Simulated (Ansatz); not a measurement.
# A series in volume per atom on Gd

Results calculated with Ansatz 0.2.0, not measured. Periodic Kohn-Sham DFT of a crystal at fixed atoms; pressure and stress are positive in compression; the energy is the free energy less that of spherical unpolarised free atoms; site moments are those in the method's own spheres, positive along +z.

Cell of the first row (space group Pm-3m, No. 221):
```
Gd
1.0
      3.1942     0.0000     0.0000
      0.0000     3.1942     0.0000
      0.0000     0.0000     3.1942
Gd
1
Direct
  0.00000 0.00000 0.00000
```

Settings of every row: method all-electron LAPW; functional PBE; relativity scalar; k mesh 10x10x10; filling fermi-dirac; smearing width 0.05 eV; basis error target 0.5 meV/atom; nucleus gaussian.

Atom:
```
element  start moment (bohr magneton)
     Gd                             7
```

Limits: no spin-orbit coupling on heavy atoms; open f shell, the state may not be the lowest; the cell comes from a prototype or a list of computed structures and needn't be the stable phase; with one magnetic atom in the cell only parallel moments are possible.

```
row  volume per atom (Å³)  pressure (GPa)  energy less free atoms (eV/atom)  cell moment (bohr magneton)
  1                32.591           1.792                          -13.4969                        7.867
  2                33.613           0.853                          -13.5053                        7.871
  3                34.652           0.025                           -13.508                        7.873
  4                35.692          -0.699                          -13.5058                        7.873
  5                36.732               ?                                 ?                            ?
```

Question: what pressure and energy less free atoms should row 5 give?

Worked fit of pressure. Take u = (V_r/V)^(2/3) − 1 with V_r = 34.133 Å³ an atom, which is twice the finite (Eulerian) strain; such expansions in the strain, on which the Birch-Murnaghan equation of state is built, carry the rest volume and the bulk modulus. The shown rows have u = 0.0313, 0.01029, -0.01001, -0.02934. Least squares give pressure = 0.424 + 40.889 × u + 89.58 × u² GPa; a straight line predicts inner rows, each left out in turn, worse (root mean square 0.052 against 0.0028 GPa). The rows lie off it by 0.000, -0.001, 0.001, 0.000. The withheld row has u = -0.04775, so the fit gives 0.424 + 40.889 × (-0.04775) + 89.58 × (-0.04775)² = -1.324 GPa.

The calculation gave -1.33 GPa. The fit lies 0.006 GPa (0.19 % of the column's range) above it; its largest miss of a shown row is 0.001 GPa. This row lies beyond the range of the fit.

Worked fit of energy less free atoms. Take u = (V_r/V)^(2/3) − 1 with V_r = 34.133 Å³ an atom, which is twice the finite (Eulerian) strain; such expansions in the strain, on which the Birch-Murnaghan equation of state is built, carry the rest volume and the bulk modulus. The shown rows have u = 0.0313, 0.01029, -0.01001, -0.02934. Least squares give energy less free atoms = −13.50732 + 0.134 × u + 6.349 × u² eV/atom; a straight line predicts inner rows, each left out in turn, worse (root mean square 0.0037 against 6.3e-05 eV/atom). All shown rows lie on it to the printed digit. The withheld row has u = -0.04775, so the fit gives −13.50732 + 0.134 × (-0.04775) + 6.349 × (-0.04775)² = -13.4992 eV/atom.

The calculation gave -13.4992 eV/atom. The fit meets it to the printed digit. This row lies beyond the range of the fit.

The other values of row 5: cell moment 7.869 bohr magneton.
